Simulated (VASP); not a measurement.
A run of VASP 6.6.1:

File INCAR:

```
SYSTEM = NaF
  PREC = Accurate
  ENCUT = 520
  EDIFF = 1E-6
  ISMEAR = 0
  SIGMA = 0.01
  LREAL = .FALSE.
  LASPH = .TRUE.
  NELM = 100
  ALGO = Fast
  ISIF = 2
  LWAVE = .FALSE.
  LCHARG = .TRUE.
  GGA = PE
  LELF = .TRUE.
  LVHAR = .TRUE.
  NBANDS = 14
```

File KPOINTS:

```
Automatic mesh
0
G
  8 8 8
  0 0 0
```

Contents of POSCAR:

```
NaF
1.0
    2.7934851994      0.0000000000      0.0000000000
    0.0000000000      2.7934851994      0.0000000000
    0.0000000000      0.0000000000      2.7934851994
Na F
1 1
Direct
    0.0000000000      0.0000000000      0.0000000000
    0.5000000000      0.5000000000      0.5000000000
```

Potentials or basis: VASP PAW PBE potentials, release 64 (Na_pv, F).

The run is started by

```bash
$ cat potpaw_PBE.64/Na_pv/POTCAR potpaw_PBE.64/F/POTCAR > POTCAR
$ mpirun -np 1 vasp_std > vasp.out
```

Hardware: 1 thread of Intel(R) Xeon(R) 6975P-C (Granite Rapids), on a shared host.

Q: Estimate the wall time of this run.

A: Run time: 7 s on 1 thread of Intel(R) Xeon(R) 6975P-C (Granite Rapids), with other jobs on the host, peak memory 0.13 GiB. Counts: scf iterations 15, k points 35.
